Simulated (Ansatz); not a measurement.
N:

```
CELL_PARAMETERS angstrom
5.81510 0.00000 0.00000
0.00000 5.81510 0.00000
0.00000 0.00000 5.81510
ATOMIC_POSITIONS crystal
N 0.04586 0.45414 0.54586
N 0.45414 0.54586 0.04586
N 0.54586 0.04586 0.45414
N 0.95414 0.95414 0.95414
N 0.93610 0.56390 0.43610
N 0.56390 0.43610 0.93610
N 0.43610 0.93610 0.56390
N 0.06390 0.06390 0.06390
```

| Item | Value |
| --- | --- |
| Program | Ansatz 0.2.0 |
| Task | relaxation of cell and atoms |
| Functional | r2SCAN |
| Potentials or basis | Ansatz PAW |
| Cutoff | 500 eV (not typed: the program's choice for these potentials) |
| k mesh | 5 × 5 × 5 |
| Occupations | fermi-dirac, width 0.05 eV |
| Spin | no spin polarisation |

At the start: volume 24.58 Å³/atom.

Q: Where does the relaxation end?

A: It ends after 4 steps and the volume is 24.48 Å³/atom (-0.4 %); space group Pa-3 (No. 205, to 0.05 Å).

The path:
```
step  energy change (eV)  largest force (eV/Å)  volume (Å³)
   1              0.0000                1.8082       196.64
   2             -0.0480                0.2070       196.42
   3             -0.0489                0.0053       195.86
   4             -0.0486                0.0048       195.86
```

Final structure:
```
CELL_PARAMETERS angstrom
5.80735 0.00000 0.00000
0.00000 5.80735 0.00000
0.00000 0.00000 5.80735
ATOMIC_POSITIONS crystal
N 0.05391 0.44609 0.55391
N 0.44609 0.55391 0.05391
N 0.55391 0.05391 0.44609
N 0.94609 0.94609 0.94609
N 0.94525 0.55475 0.44525
N 0.55475 0.44525 0.94525
N 0.44525 0.94525 0.55475
N 0.05475 0.05475 0.05475
```

Caveat: the plane-wave basis is chosen anew once the cell has moved, so the energies of steps on either side of that aren't comparable; the PAW data sets come from PBE, with cores solved anew for the run's functional, which leaves a small shift of forces and pressure.
